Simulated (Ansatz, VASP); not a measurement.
**One calculation of BeTe, two programs**

INCAR

```
SYSTEM = BeTe
PREC = Accurate ; ENCUT = 600
EDIFF = 1E-7 ; ISMEAR = -1
SIGMA = 0.05 ; LREAL = .False.
LASPH = .True. ; NELM = 80
ALGO = Normal ; ISIF = 3
LWAVE = .False. ; LCHARG = .False.
GGA = RP ; IVDW = 13
IBRION = 2 ; NSW = 40
EDIFFG = -0.01
```

The input KPOINTS:

```
regular mesh
0
Gamma
  8 8 8
  0 0 0
```

Contents of POSCAR:

```
BeTe
1.0
    0.0000000000      2.7700000000      2.7700000000
    2.7700000000      0.0000000000      2.7700000000
    2.7700000000      2.7700000000      0.0000000000
Te Be
1 1
Direct
    0.7500000000      0.7500000000      0.7500000000
    0.0000000000      0.0000000000      0.0000000000
```

Contents of input.yaml:

```yaml
crystal:
  lattice:
    - [0.0, 2.77, 2.77]
    - [2.77, 0.0, 2.77]
    - [2.77, 2.77, 0.0]
  atoms:
    - { symbol: Te, position: [0.75, 0.75, 0.75] }
    - { symbol: Be, position: [0.0, 0.0, 0.0] }
hamiltonian:
  xc: rpbe
  pseudopotentials: { kind: paw }
  dispersion: d4
kpoints:
  mp_grid: { grid: [8, 8, 8] }
scf:
  occupations: { method: fermi_dirac, width: 0.05 }
output:
  forces: true
  stress: true
  write_density: true
  write_potential: true
  elf: true
  volumetric_format: npy
relax:
  f_tol: 0.01
  max_steps: 40
  cell: { stress_tol: 0.05 }
```

Alike in both runs: task relaxation of cell and atoms; functional RPBE; dispersion D4; k mesh 8 × 8 × 8; occupations fermi-dirac, width 0.05 eV; no spin polarisation.

|  | VASP | Ansatz |
| --- | --- | --- |
| version | VASP 6.6.1 | Ansatz 0.2.0 |
| potentials or method | VASP PAW PBE potentials, release 64 (Te, Be) | Ansatz PAW |
| plane-wave cutoff (eV) | 600 | 420 |
| valence electrons in the cell | 8 | 18 |

```tsv
	VASP	Ansatz	Ansatz less VASP
gap on the k mesh at the Fermi level, each at its own relaxed structure (eV)	1.97	1.98	+0.012
relaxed volume (Å³/atom)	21.52	21.48	-0.041
relaxed cell length with the largest relative difference (Å)	3.934	3.931	-0.0025
```

The two sets of potentials don't hold the same shells in valence.

Caveats: spin-orbit coupling is left out, which moves the levels of the heavy elements; the PAW data sets were made with another functional, which shifts forces and pressure a little (VASP); the plane-wave basis is chosen anew once the cell has moved, so the energies of steps on either side of that aren't comparable (Ansatz); the PAW data sets come from PBE, with cores solved anew for the run's functional, which leaves a small shift of forces and pressure (Ansatz). A hybrid or GW would open this gap; RPBE tends to underestimate it. Zero-point motion and thermal expansion aren't in these numbers.
